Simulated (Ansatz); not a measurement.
Runs of Ansatz 0.2.0 on MoS2. The structure is trigonal, space group R3m (No. 160). Conventional cell: a = 3.160 Å, b = 3.160 Å, c = 18.450 Å, α = 90.00°, β = 90.00°, γ = 120.00°. Around Mo (site symmetry 3m) lie 6 S at 2.39 Å. Around S (site symmetry 3m) lie 3 Mo at 2.39 Å. Around S (site symmetry 3m) lie 3 Mo at 2.39 Å. Measurements of this composition are mostly on another form, of space group No. 194.

| level | cutoff (eV) | gap on the mesh (eV) | pressure (GPa) | largest force (eV/Å) |
| --- | --- | --- | --- | --- |
| B3LYP | 420 | 2.00 | 7.8 | 0.45 |
| r2SCAN50 | 500 | - | (c) | 0.56 |
| HF | 420 | - | 5.0 | 0.42 |
| HSEsol | 420 | 1.52 | -2.6 | 0.22 |
| HSE03 | 420 | 1.40 | 1.0 | 0.09 |
| r2SCANh | 500 | 1.58 | 2.5 | (b) |
| PBEsol0 | 420 | (a) | -2.9 | 0.24 |
| PBE0 | 420 | 2.23 | 0.5 | 0.09 |

Alike in all rows: task band structure; potentials or basis Ansatz PAW; no spin polarisation; cell as given; k mesh 5 × 5 × 5; smearing fermi-dirac 0.05 eV; the mesh is coarse, so values aren't converged.

Task: Fill in the values left out.

Result: (a) 2.19; (b) 0.20; (c) -4.0.

Caveats: all runs use coarse meshes; the PAW data sets come from PBE, with cores solved anew for the run's functional, which leaves a small shift of forces and pressure; the thresholds are loose for stress; the k mesh misses the band edges, so the gap on the mesh is wider than the one along the path (some runs).

A k mesh can miss the band edges, and the runs leave out spin-orbit coupling on Mo.
